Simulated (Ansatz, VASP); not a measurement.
One calculation of Co, two programs

```xyz
1
Lattice="0.0000 1.7720 1.7720 1.7720 0.0000 1.7720 1.7720 1.7720 0.0000" Properties=species:S:1:pos:R:3 pbc="T T T"
Co    0.0000    0.0000    0.0000
```

Alike in both runs: task single point; functional r2SCAN; k mesh 13 × 13 × 13; occupations fermi-dirac, width 0.1 eV; collinear spin.

|  | VASP | Ansatz |
| --- | --- | --- |
| version | VASP 6.6.1 | Ansatz 0.2.0 |
| potentials or method | VASP PAW PBE potentials, release 64 (Co) | PAW, plane waves, scalar-relativistic |
| plane-wave cutoff (eV) | 520 | 500 |
| valence electrons in the cell | 9 | 17 |

VASP gave:

```
pressure (GPa)                                                : -4.8
net moment per atom (μB)                                      : 1.86
size of the moment on the site where the two differ most (μB) : 1.92
```

Problem. Estimate Ansatz's values.

Solution. Pressure (GPa): -4.9; net moment per atom (μB): 1.87; size of the moment on the site where the two differ most (μB): 1.98.

Site moments also hang on the region over which each program counts them. The two sets of potentials don't hold the same shells in valence. Ansatz warned: «stability_check_not_made».

Caveats: the PAW data sets were made with another functional, which shifts forces and pressure a little (VASP).
